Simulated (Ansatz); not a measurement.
# SiC (Moissanite 6H) under changes of volume

One of the cells (10.487 Å³/atom); the others are scaled copies at fixed shape and fractional positions:

```
Si C
1.0
     3.09500    0.00000    0.00000
    -1.54750    2.68035    0.00000
     0.00000    0.00000   15.17000
Si C
6 6
Direct
  0.66667 0.33333 0.45830
  0.33333 0.66667 0.95830
  0.66667 0.33333 0.79170
  0.33333 0.66667 0.29170
  0.00000 0.00000 0.62500
  0.00000 0.00000 0.12500
  0.66667 0.33333 0.33330
  0.33333 0.66667 0.83330
  0.66667 0.33333 0.66670
  0.33333 0.66667 0.16670
  0.00000 0.00000 0.50000
  0.00000 0.00000 0.00000
```

```yaml
Program: Ansatz 0.2.0
Functional: BLYP
Potentials_or_basis: Ansatz PAW
Cutoff: "420 eV (not typed: the program's choice for these potentials)"
k_mesh: 10 × 10 × 2
Occupations: fermi-dirac, width 0.05 eV
Spin: no spin polarisation
```

```csv
volume (Å³/atom),energy over the lowest point (meV/atom),pressure (GPa),largest force (eV/Å)
9.858,50.38,19.9,0.153
10.068,28.07,14.3,0.149
10.277,?,?,?
10.487,3.48,4.8,0.142
10.697,0.00,0.6,0.139
10.907,1.65,-3.1,0.136
11.116,7.97,-6.5,0.133
```

Q: What does the run at 10.277 Å³/atom give?

A: Energy over the lowest point 12.66 meV/atom; pressure 9.3 GPa; largest force 0.145 eV/Å.

Worked out: A Birch-Murnaghan fit of order 3 (a polynomial in V^(-2/3)) to the other rows has its minimum at 10.73 Å³/atom with B0 = V·E''(V) = 198 GPa and B' = 3.9 at fixed shape and positions, which overstates the stiffness. It gives 12.69 meV/atom at 10.277 Å³/atom, against the run's 12.66, and -dE/dV = 9.3 GPa, against 9.3.

Energies are extrapolated to zero smearing.

Caveats: the PAW data sets come from PBE, with cores solved anew for the run's functional, which leaves a small shift of forces and pressure.
